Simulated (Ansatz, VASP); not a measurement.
## One calculation of MoS2 (base), two programs

```
Mo S
1.0
     3.14929    0.00000    0.00000
    -1.57465    2.72737    0.00000
     0.00000    0.00000   12.08911
Mo S
2 4
Cartesian
  0.0000 1.8182 3.0223
  1.5746 0.9091 9.0668
  0.0000 1.8182 7.5010
  1.5746 0.9091 1.4565
  0.0000 1.8182 10.6327
  1.5746 0.9091 4.5881
```

Alike in both runs: functional PBE; dispersion D3(BJ); k mesh 12 × 12 × 4; occupations gaussian, width 0.02 eV; no spin polarisation.

Ansatz relaxed the structure, and its values are those at the end. VASP's run is a single point on that final structure, the one shown.

```csv
,VASP,Ansatz
version,VASP 6.6.1,Ansatz 0.2.0
potentials or method,"VASP PAW PBE potentials, release 64 (Mo_sv, S)","scalar-relativistic, plane waves, PAW"
plane-wave cutoff (eV),520,420
valence electrons in the cell,52,52
```

VASP gave:

```
gap on the k mesh at the Fermi level (eV) : 0.80
least direct gap on the mesh (eV)         : 1.70
pressure (GPa)                            : -0.1
rms of the force components (eV/Å)        : 0.006
```

Which values does Ansatz return?

gap on the k mesh at the Fermi level (eV): 0.78; least direct gap on the mesh (eV): 1.70; pressure (GPa): 0.0; rms of the force components (eV/Å): 0.000.

A k mesh can miss the band edges. PBE gaps usually lie below the measured ones, often by a third to a half.
